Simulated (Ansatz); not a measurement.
**How settings move the results for Be**

```xyz
2
Lattice="2.2648 0.0000 0.0000 -1.1324 1.9614 0.0000 0.0000 0.0000 3.5741" Properties=species:S:1:pos:R:3 pbc="T T T"
Be    0.0000    1.3076    2.6806
Be    1.1324    0.6538    0.8935
```

Atoms are numbered in the order listed.

Structure from Materials Project entry mp-87 (possibly hypothetical), not relaxed further.

Method: DFT, PBEsol, PAW with Ansatz's default frozen-core files, scalar-relativistic in Ansatz 0.2.0.

Numerical set-up: a Γ-centred 21×21×11 k mesh, Fermi–Dirac smearing of 0.05 eV, cutoff 420 eV, no spin polarisation; the PAW files were made with PBE, and the program remakes their frozen cores for this functional. One setting is then changed at a time.

P includes the program's estimate of the Pulay (finite-basis) term, listed apart; without it the pressure would be far more sensitive to the cutoff.

| PAW cutoff (eV) | free energy less the base's (meV/atom) | P (GPa) | Pulay term in P (GPa) |
| --- | --- | --- | --- |
| 420 (base) | 0.0 | -1.59 | 0.03 |
| 300 | 5.0 | -1.46 | ? |
| 350 | 1.1 | -1.61 | ? |
| 500 | -0.1 | -1.59 | 0.00 |
| 600 | -0.1 | -1.59 | 0.00 |
| 800 | -0.1 | -1.59 | 0.00 |

(1) What belongs in the row "350", column "Pulay term in P (GPa)"?

(2) Fill in "Pulay term in P (GPa)" for the row "300".

Answers

(1) 0.15.

(2) 0.65.
